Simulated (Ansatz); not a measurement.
# Mg: input, output and frames of a trajectory

These are results of DFT PBE, scalar-relativistic, plane waves, PAW (Ansatz), not measurements. Cutoff 420 eV, shifted (0.5, 0.5, 0.5 steps) 2×2×2 k-points, Fermi–Dirac smearing of 0.069 eV. The mesh is coarse. No spin polarisation.

18 atoms, starting at 1.02 times the perfect crystal's volume (space group Im-3m, the cell as given, not relaxed at this level); constant energy, velocities drawn at 800 K, fixed cell; 18 steps of 1.5 fs. The run is short and not equilibrated.

Self-consistency was reached.

Command:
```bash
ansatz run input.yaml --threads 4 --pin off --max-ram 5120MiB --backend cpu --events-out ev --progress --plain --runs-dir out
```

Input:
```yaml
crystal:
  lattice:
    - [3.5690100022, -7.1380200043, 0.0]
    - [0.0, -3.5690100022, -7.1380200043]
    - [7.1380200043, 0.0, -3.5690100022]
  atoms:
    - { symbol: Mg, position: [0.8333333333, 0.8333333333, 0.8333333333] }
    - { symbol: Mg, position: [0.5555555556, 0.8888888889, 0.2222222222] }
    - { symbol: Mg, position: [0.2777777778, 0.9444444444, 0.6111111111] }
    - { symbol: Mg, position: [0.9444444444, 0.6111111111, 0.2777777778] }
    - { symbol: Mg, position: [0.6666666667, 0.6666666667, 0.6666666667] }
    - { symbol: Mg, position: [0.3888888889, 0.7222222222, 0.0555555556] }
    - { symbol: Mg, position: [0.1111111111, 0.7777777778, 0.4444444444] }
    - { symbol: Mg, position: [0.7777777778, 0.4444444444, 0.1111111111] }
    - { symbol: Mg, position: [0.5, 0.5, 0.5] }
    - { symbol: Mg, position: [0.2222222222, 0.5555555556, 0.8888888889] }
    - { symbol: Mg, position: [0.8888888889, 0.2222222222, 0.5555555556] }
    - { symbol: Mg, position: [0.6111111111, 0.2777777778, 0.9444444444] }
    - { symbol: Mg, position: [0.3333333333, 0.3333333333, 0.3333333333] }
    - { symbol: Mg, position: [0.0555555556, 0.3888888889, 0.7222222222] }
    - { symbol: Mg, position: [0.7222222222, 0.0555555556, 0.3888888889] }
    - { symbol: Mg, position: [0.4444444444, 0.1111111111, 0.7777777778] }
    - { symbol: Mg, position: [0.1666666667, 0.1666666667, 0.1666666667] }
    - { symbol: Mg, position: [0.0, 0.0, 0.0] }
basis:
  ecutwfc: 420
kpoints:
  mp_grid: { grid: [2, 2, 2], shift: [0.5, 0.5, 0.5] }
hamiltonian:
  xc: pbe
scf:
  occupations: { method: fermi_dirac, width: 0.0689 }
  lower_state_search: "off"
  convergence: { dr2_threshold: 1.0e-07 }
output:
  forces: true
  stress: true
md:
  timestep: 1.5
  n_steps: 18
  ensemble: nve
  temperature: 800.0
  initial_velocities: maxwell_boltzmann
  seed: 52924
```

Output (its end):
```
...
Free energy (F): -34627.180516 eV
Harris-Foulkes:  -34627.180516 eV  (|F-HF|=1.02e-8)
Internal energy: -34626.953090 eV  (E = F + TS)
E sigma→0 (E₀):  -34627.066803 eV
Entropy (-TS):   -0.227426 eV (-12.635 meV/atom)
Fermi energy:    6.165187 eV
--- Per-component energies (eV) ---
  E_band       = -6421.290634
  E_kinetic    = 1349.438960
  E_local      = -29234.860908  (includes V_loc(G=0)·N_el)
  E_nonlocal   = 1724.369590
  E_hartree    = 10454.776219
  E_xc         = -512.656879
  E_vxc        = -661.421329  (∫ρ·V_xc dr)
  E_paw        = -5265.236347  (= ΣΔE_a)
  E_vpaw       = -508.363994  (= ΣTr[D̂ρ^β])
  E_aug_tail   = -0.000053  (compensation charges beyond the density's cutoff)
  E_ewald      = -13142.783672
  E_smearing   = -0.227426  (= −TS)
  E_closure    = -0.000000  (closes the sum)
  Σ components = -34627.180516   (vs F -34627.180516, Δ=0.00e0)
--- Forces (eV/Å), atoms counted from 1 ---
  atom   1  Mg     0.67196910     0.41784790    -0.15160513
  atom   2  Mg    -0.17656431     0.24762514     0.33197932
  atom   3  Mg     0.26334568     0.35698042    -0.16013998
  atom   4  Mg    -0.07134367    -0.03465468     0.22436147
  atom   5  Mg    -0.02475272    -0.15357880     0.09558952
  atom   6  Mg     0.19941117    -0.06215942    -0.01843753
  atom   7  Mg     0.22435121    -0.56307237     0.24705319
  atom   8  Mg    -0.38403183    -0.14816614    -0.26844543
  atom   9  Mg    -0.29243515    -0.15745377    -0.29396429
  atom  10  Mg     0.13259965     0.28463497     0.00051053
  atom  11  Mg    -0.33356621    -0.26652118     0.21977105
  atom  12  Mg    -0.33112443     0.09445298    -0.08803139
  atom  13  Mg    -0.44296756    -0.13347555    -0.42774826
  atom  14  Mg    -0.10759494    -0.47345249    -0.49687701
  atom  15  Mg    -0.22436110     0.26836787    -0.20539836
  atom  16  Mg     0.29144278     0.35408473    -0.17714730
  atom  17  Mg     0.58703544    -0.40977231     0.14865202
  atom  18  Mg     0.01858442     0.37831095     1.01987768
  max |Σ_I F_I| component: 2.45e-6 eV/Å
--- Stress (GPa, compression-positive) ---
        1.356748       0.030816      -0.172569
        0.030816       1.440331       0.282398
       -0.172569       0.282397       1.430212
  P = ⅓ Tr σ = 1.4091 GPa (14.091 kbar)
--- MD trajectory: 18 steps, t = 0.0 → 27.0 fs ---
  final state: T = 419.0 K   F+E_penalty+E_count = -34627.18051586 eV   E_kin = 0.920786 eV
  conserved energy: peak-to-peak 6.429e-4 eV (3.572e-5 eV/atom) over 27.0 fs
```

Frames along the run (Å, eV/Å; dE is the potential energy from the first frame):

```xyz
18
Lattice="3.569 -7.138 0.000 0.000 -3.569 -7.138 7.138 0.000 -3.569" Properties=species:S:1:pos:R:3:forces:R:3 pbc="T T T" time_fs=0.00 dE_eV=0.0000 T_K=800
Mg    8.923   -8.923   -8.923    0.000    0.000    0.000
Mg    3.569   -7.138   -7.138    0.000    0.000    0.000
Mg    5.354   -5.354   -8.923    0.000    0.000    0.000
Mg    5.354   -8.923   -5.354    0.000    0.000    0.000
Mg    7.138   -7.138   -7.138    0.000    0.000    0.000
Mg    1.785   -5.354   -5.354    0.000    0.000    0.000
Mg    3.569   -3.569   -7.138    0.000    0.000    0.000
Mg    3.569   -7.138   -3.569    0.000    0.000    0.000
Mg    5.354   -5.354   -5.354    0.000    0.000    0.000
Mg    7.138   -3.569   -7.138    0.000    0.000    0.000
Mg    7.138   -7.138   -3.569    0.000    0.000    0.000
Mg    8.923   -5.354   -5.354    0.000    0.000    0.000
Mg    3.569   -3.569   -3.569    0.000    0.000    0.000
Mg    5.354   -1.785   -5.354    0.000    0.000    0.000
Mg    5.354   -5.354   -1.785    0.000    0.000    0.000
Mg    7.138   -3.569   -3.569    0.000    0.000    0.000
Mg    1.785   -1.785   -1.785    0.000    0.000    0.000
Mg    0.000    0.000    0.000    0.000    0.000    0.000
18
Lattice="3.569 -7.138 0.000 0.000 -3.569 -7.138 7.138 0.000 -3.569" Properties=species:S:1:pos:R:3:forces:R:3 pbc="T T T" time_fs=3.00 dE_eV=0.0147 T_K=793
Mg    8.894   -8.947   -8.909    0.100    0.053   -0.025
Mg    3.572   -7.158   -7.145   -0.037    0.040    0.049
Mg    5.330   -5.350   -8.902    0.048    0.050   -0.034
Mg    5.352   -8.925   -5.352   -0.006   -0.020    0.028
Mg    7.135   -7.125   -7.141   -0.005   -0.013    0.020
Mg    1.777   -5.346   -5.354    0.038   -0.002    0.001
Mg    3.555   -3.553   -7.124    0.021   -0.071    0.022
Mg    3.584   -7.129   -3.572   -0.054   -0.029   -0.042
Mg    5.358   -5.343   -5.344   -0.045   -0.023   -0.051
Mg    7.127   -3.583   -7.137    0.012    0.034    0.001
Mg    7.159   -7.121   -3.596   -0.046   -0.049    0.032
Mg    8.941   -5.349   -5.367   -0.043    0.017   -0.005
Mg    3.600   -3.563   -3.544   -0.065   -0.012   -0.057
Mg    5.357   -1.773   -5.346    0.001   -0.045   -0.057
Mg    5.373   -5.375   -1.779   -0.014    0.034   -0.014
Mg    7.129   -3.582   -3.553    0.034    0.044   -0.025
Mg    1.767   -1.778   -1.803    0.077   -0.042    0.025
Mg   -0.001   -0.011   -0.041   -0.016    0.034    0.133
18
Lattice="3.569 -7.138 0.000 0.000 -3.569 -7.138 7.138 0.000 -3.569" Properties=species:S:1:pos:R:3:forces:R:3 pbc="T T T" time_fs=4.50 dE_eV=0.0329 T_K=785
Mg    8.879   -8.959   -8.903    0.148    0.080   -0.036
Mg    3.574   -7.168   -7.149   -0.055    0.058    0.073
Mg    5.318   -5.349   -8.892    0.070    0.075   -0.049
Mg    5.352   -8.927   -5.351   -0.009   -0.029    0.043
Mg    7.133   -7.118   -7.143   -0.008   -0.020    0.029
Mg    1.774   -5.342   -5.355    0.056   -0.003    0.000
Mg    3.548   -3.544   -7.117    0.032   -0.106    0.035
Mg    3.592   -7.125   -3.574   -0.080   -0.042   -0.063
Mg    5.360   -5.337   -5.340   -0.066   -0.034   -0.075
Mg    7.122   -3.589   -7.137    0.018    0.051    0.002
Mg    7.169   -7.112   -3.609   -0.068   -0.073    0.047
Mg    8.950   -5.347   -5.373   -0.064    0.025   -0.008
Mg    3.615   -3.559   -3.532   -0.097   -0.018   -0.085
Mg    5.359   -1.767   -5.342    0.000   -0.069   -0.087
Mg    5.383   -5.385   -1.776   -0.022    0.051   -0.022
Mg    7.125   -3.588   -3.545    0.051    0.066   -0.037
Mg    1.758   -1.775   -1.812    0.115   -0.064    0.036
Mg   -0.001   -0.017   -0.061   -0.021    0.052    0.199
18
Lattice="3.569 -7.138 0.000 0.000 -3.569 -7.138 7.138 0.000 -3.569" Properties=species:S:1:pos:R:3:forces:R:3 pbc="T T T" time_fs=7.50 dE_eV=0.0896 T_K=759
Mg    8.851   -8.984   -8.890    0.241    0.133   -0.058
Mg    3.577   -7.188   -7.156   -0.085    0.094    0.119
Mg    5.294   -5.346   -8.872    0.112    0.125   -0.075
Mg    5.350   -8.930   -5.349   -0.016   -0.043    0.071
Mg    7.130   -7.105   -7.146   -0.013   -0.035    0.045
Mg    1.767   -5.334   -5.355    0.090   -0.006   -0.003
Mg    3.535   -3.528   -7.103    0.056   -0.179    0.063
Mg    3.606   -7.116   -3.578   -0.132   -0.066   -0.103
Mg    5.365   -5.327   -5.331   -0.108   -0.055   -0.120
Mg    7.111   -3.603   -7.136    0.030    0.085    0.003
Mg    7.189   -7.095   -3.635   -0.112   -0.115    0.075
Mg    8.968   -5.343   -5.387   -0.106    0.040   -0.016
Mg    3.646   -3.553   -3.508   -0.159   -0.032   -0.139
Mg    5.363   -1.756   -5.334   -0.005   -0.120   -0.147
Mg    5.403   -5.406   -1.770   -0.040    0.086   -0.041
Mg    7.117   -3.600   -3.528    0.086    0.110   -0.060
Mg    1.740   -1.769   -1.831    0.192   -0.113    0.056
Mg   -0.002   -0.028   -0.101   -0.029    0.092    0.330
18
Lattice="3.569 -7.138 0.000 0.000 -3.569 -7.138 7.138 0.000 -3.569" Properties=species:S:1:pos:R:3:forces:R:3 pbc="T T T" time_fs=10.50 dE_eV=0.1709 T_K=722
Mg    8.823   -9.007   -8.877    0.327    0.185   -0.078
Mg    3.580   -7.208   -7.162   -0.112    0.126    0.162
Mg    5.271   -5.342   -8.852    0.149    0.172   -0.098
Mg    5.349   -8.933   -5.347   -0.024   -0.052    0.100
Mg    7.126   -7.093   -7.149   -0.017   -0.050    0.060
Mg    1.761   -5.327   -5.356    0.119   -0.011   -0.006
Mg    3.521   -3.513   -7.088    0.081   -0.251    0.095
Mg    3.620   -7.108   -3.582   -0.181   -0.086   -0.140
Mg    5.368   -5.317   -5.322   -0.148   -0.076   -0.162
Mg    7.100   -3.616   -7.136    0.043    0.120    0.004
Mg    7.209   -7.078   -3.662   -0.155   -0.153    0.101
Mg    8.986   -5.338   -5.400   -0.148    0.053   -0.026
Mg    3.675   -3.547   -3.484   -0.217   -0.047   -0.191
Mg    5.367   -1.745   -5.328   -0.015   -0.175   -0.208
Mg    5.422   -5.427   -1.764   -0.061    0.120   -0.063
Mg    7.109   -3.612   -3.512    0.121    0.154   -0.081
Mg    1.723   -1.763   -1.849    0.267   -0.164    0.074
Mg   -0.003   -0.038   -0.139   -0.032    0.135    0.458
18
Lattice="3.569 -7.138 0.000 0.000 -3.569 -7.138 7.138 0.000 -3.569" Properties=species:S:1:pos:R:3:forces:R:3 pbc="T T T" time_fs=12.00 dE_eV=0.2196 T_K=700
Mg    8.810   -9.019   -8.870    0.368    0.211   -0.087
Mg    3.581   -7.217   -7.165   -0.123    0.141    0.182
Mg    5.260   -5.340   -8.843    0.166    0.195   -0.107
Mg    5.348   -8.934   -5.346   -0.028   -0.055    0.114
Mg    7.124   -7.086   -7.150   -0.018   -0.059    0.067
Mg    1.758   -5.323   -5.356    0.132   -0.014   -0.009
Mg    3.514   -3.506   -7.081    0.094   -0.286    0.111
Mg    3.627   -7.104   -3.584   -0.204   -0.095   -0.158
Mg    5.370   -5.311   -5.318   -0.166   -0.086   -0.181
Mg    7.095   -3.622   -7.135    0.050    0.137    0.004
Mg    7.219   -7.070   -3.675   -0.176   -0.170    0.113
Mg    8.995   -5.336   -5.407   -0.168    0.059   -0.032
Mg    3.690   -3.543   -3.473   -0.244   -0.055   -0.217
Mg    5.369   -1.740   -5.324   -0.021   -0.204   -0.239
Mg    5.432   -5.437   -1.762   -0.072    0.137   -0.075
Mg    7.105   -3.617   -3.504    0.138    0.175   -0.091
Mg    1.715   -1.761   -1.858    0.303   -0.190    0.082
Mg   -0.003   -0.043   -0.158   -0.032    0.157    0.521
18
Lattice="3.569 -7.138 0.000 0.000 -3.569 -7.138 7.138 0.000 -3.569" Properties=species:S:1:pos:R:3:forces:R:3 pbc="T T T" time_fs=15.00 dE_eV=0.3298 T_K=650
Mg    8.785   -9.042   -8.858    0.445    0.260   -0.104
Mg    3.583   -7.236   -7.171   -0.142    0.168    0.220
Mg    5.238   -5.335   -8.823    0.196    0.239   -0.123
Mg    5.346   -8.938   -5.344   -0.037   -0.058    0.140
Mg    7.121   -7.074   -7.153   -0.021   -0.076    0.078
Mg    1.752   -5.315   -5.357    0.155   -0.020   -0.013
Mg    3.501   -3.492   -7.066    0.120   -0.355    0.145
Mg    3.640   -7.096   -3.589   -0.249   -0.110   -0.191
Mg    5.373   -5.302   -5.310   -0.201   -0.104   -0.215
Mg    7.084   -3.635   -7.135    0.065    0.170    0.004
Mg    7.238   -7.054   -3.700   -0.215   -0.200    0.137
Mg    9.012   -5.331   -5.420   -0.207    0.071   -0.043
Mg    3.719   -3.537   -3.450   -0.295   -0.071   -0.265
Mg    5.372   -1.730   -5.319   -0.036   -0.262   -0.299
Mg    5.451   -5.456   -1.756   -0.098    0.170   -0.100
Mg    7.098   -3.628   -3.489    0.173    0.216   -0.109
Mg    1.700   -1.756   -1.875    0.373   -0.242    0.096
Mg   -0.004   -0.053   -0.194   -0.028    0.204    0.641
18
Lattice="3.569 -7.138 0.000 0.000 -3.569 -7.138 7.138 0.000 -3.569" Properties=species:S:1:pos:R:3:forces:R:3 pbc="T T T" time_fs=16.50 dE_eV=0.3901 T_K=623
Mg    8.772   -9.053   -8.852    0.481    0.283   -0.112
Mg    3.584   -7.245   -7.173   -0.150    0.181    0.238
Mg    5.227   -5.332   -8.814    0.209    0.259   -0.129
Mg    5.346   -8.939   -5.342   -0.041   -0.057    0.153
Mg    7.119   -7.067   -7.154   -0.022   -0.085    0.082
Mg    1.749   -5.311   -5.357    0.165   -0.024   -0.015
Mg    3.495   -3.485   -7.058    0.134   -0.388    0.161
Mg    3.647   -7.093   -3.592   -0.269   -0.116   -0.205
Mg    5.374   -5.297   -5.307   -0.216   -0.113   -0.229
Mg    7.079   -3.641   -7.134    0.072    0.186    0.004
Mg    7.248   -7.046   -3.713   -0.233   -0.213    0.148
Mg    9.020   -5.328   -5.427   -0.225    0.075   -0.049
Mg    3.733   -3.535   -3.439   -0.319   -0.079   -0.288
Mg    5.374   -1.726   -5.316   -0.044   -0.291   -0.328
Mg    5.461   -5.466   -1.754   -0.112    0.186   -0.113
Mg    7.094   -3.634   -3.481    0.189    0.236   -0.118
Mg    1.693   -1.754   -1.884    0.406   -0.268    0.103
Mg   -0.005   -0.058   -0.211   -0.024    0.228    0.698
18
Lattice="3.569 -7.138 0.000 0.000 -3.569 -7.138 7.138 0.000 -3.569" Properties=species:S:1:pos:R:3:forces:R:3 pbc="T T T" time_fs=19.50 dE_eV=0.5173 T_K=565
Mg    8.749   -9.074   -8.840    0.546    0.327   -0.125
Mg    3.585   -7.263   -7.178   -0.163    0.203    0.271
Mg    5.206   -5.326   -8.795    0.232    0.296   -0.140
Mg    5.344   -8.943   -5.339   -0.050   -0.054    0.177
Mg    7.115   -7.055   -7.156   -0.024   -0.104    0.090
Mg    1.744   -5.304   -5.358    0.181   -0.033   -0.018
Mg    3.483   -3.473   -7.043    0.160   -0.449    0.192
Mg    3.659   -7.085   -3.598   -0.308   -0.127   -0.231
Mg    5.376   -5.287   -5.300   -0.244   -0.128   -0.255
Mg    7.069   -3.652   -7.133    0.089    0.217    0.003
Mg    7.266   -7.031   -3.738   -0.267   -0.234    0.169
Mg    9.036   -5.323   -5.441   -0.260    0.084   -0.062
Mg    3.760   -3.529   -3.418   -0.363   -0.096   -0.333
Mg    5.378   -1.717   -5.312   -0.063   -0.349   -0.384
Mg    5.479   -5.485   -1.749   -0.142    0.215   -0.140
Mg    7.088   -3.643   -3.466    0.222    0.274   -0.136
Mg    1.680   -1.751   -1.901    0.468   -0.316    0.116
Mg   -0.006   -0.067   -0.244   -0.014    0.275    0.806
18
Lattice="3.569 -7.138 0.000 0.000 -3.569 -7.138 7.138 0.000 -3.569" Properties=species:S:1:pos:R:3:forces:R:3 pbc="T T T" time_fs=22.50 dE_eV=0.6481 T_K=505
Mg    8.728   -9.094   -8.829    0.603    0.367   -0.137
Mg    3.586   -7.280   -7.181   -0.171    0.223    0.299
Mg    5.185   -5.319   -8.777    0.249    0.326   -0.149
Mg    5.342   -8.947   -5.335   -0.059   -0.048    0.199
Mg    7.112   -7.043   -7.158   -0.025   -0.124    0.094
Mg    1.740   -5.297   -5.359    0.192   -0.043   -0.020
Mg    3.471   -3.463   -7.026    0.187   -0.502    0.219
Mg    3.669   -7.079   -3.605   -0.342   -0.136   -0.251
Mg    5.377   -5.278   -5.294   -0.268   -0.142   -0.275
Mg    7.059   -3.663   -7.133    0.106    0.246    0.002
Mg    7.283   -7.017   -3.762   -0.297   -0.251    0.190
Mg    9.051   -5.317   -5.455   -0.292    0.090   -0.073
Mg    3.785   -3.524   -3.398   -0.400   -0.112   -0.374
Mg    5.381   -1.710   -5.310   -0.082   -0.403   -0.435
Mg    5.498   -5.503   -1.745   -0.174    0.240   -0.167
Mg    7.083   -3.652   -3.452    0.252    0.309   -0.152
Mg    1.668   -1.749   -1.918    0.523   -0.359    0.128
Mg   -0.007   -0.074   -0.273   -0.002    0.320    0.902
18
Lattice="3.569 -7.138 0.000 0.000 -3.569 -7.138 7.138 0.000 -3.569" Properties=species:S:1:pos:R:3:forces:R:3 pbc="T T T" time_fs=24.00 dE_eV=0.7130 T_K=476
Mg    8.718   -9.104   -8.823    0.629    0.385   -0.143
Mg    3.586   -7.288   -7.182   -0.174    0.232    0.311
Mg    5.176   -5.315   -8.768    0.255    0.339   -0.153
Mg    5.341   -8.949   -5.333   -0.063   -0.044    0.208
Mg    7.110   -7.038   -7.159   -0.025   -0.134    0.095
Mg    1.738   -5.293   -5.360    0.196   -0.049   -0.020
Mg    3.465   -3.458   -7.018    0.200   -0.525    0.231
Mg    3.674   -7.075   -3.608   -0.357   -0.140   -0.259
Mg    5.377   -5.274   -5.292   -0.277   -0.148   -0.283
Mg    7.055   -3.668   -7.132    0.114    0.260    0.002
Mg    7.291   -7.011   -3.774   -0.310   -0.257    0.200
Mg    9.058   -5.314   -5.462   -0.306    0.092   -0.079
Mg    3.798   -3.521   -3.388   -0.416   -0.120   -0.393
Mg    5.382   -1.707   -5.309   -0.091   -0.428   -0.457
Mg    5.506   -5.512   -1.743   -0.191    0.250   -0.181
Mg    7.080   -3.656   -3.445    0.266    0.325   -0.161
Mg    1.663   -1.748   -1.926    0.547   -0.378    0.135
Mg   -0.008   -0.078   -0.287    0.005    0.341    0.945
18
Lattice="3.569 -7.138 0.000 0.000 -3.569 -7.138 7.138 0.000 -3.569" Properties=species:S:1:pos:R:3:forces:R:3 pbc="T T T" time_fs=27.00 dE_eV=0.8378 T_K=419
Mg    8.700   -9.122   -8.812    0.672    0.418   -0.152
Mg    3.586   -7.304   -7.184   -0.177    0.248    0.332
Mg    5.157   -5.306   -8.751    0.263    0.357   -0.160
Mg    5.338   -8.953   -5.328   -0.071   -0.035    0.224
Mg    7.106   -7.027   -7.160   -0.025   -0.154    0.096
Mg    1.735   -5.286   -5.361    0.199   -0.062   -0.018
Mg    3.455   -3.451   -7.000    0.224   -0.563    0.247
Mg    3.683   -7.069   -3.616   -0.384   -0.148   -0.268
Mg    5.377   -5.266   -5.288   -0.292   -0.157   -0.294
Mg    7.045   -3.677   -7.132    0.133    0.285    0.001
Mg    7.306   -6.998   -3.797   -0.334   -0.267    0.220
Mg    9.071   -5.308   -5.477   -0.331    0.094   -0.088
Mg    3.821   -3.517   -3.370   -0.443   -0.133   -0.428
Mg    5.385   -1.703   -5.309   -0.108   -0.473   -0.497
Mg    5.524   -5.529   -1.740   -0.224    0.268   -0.205
Mg    7.076   -3.663   -3.431    0.291    0.354   -0.177
Mg    1.654   -1.748   -1.942    0.587   -0.410    0.149
Mg   -0.009   -0.084   -0.311    0.019    0.378    1.020
```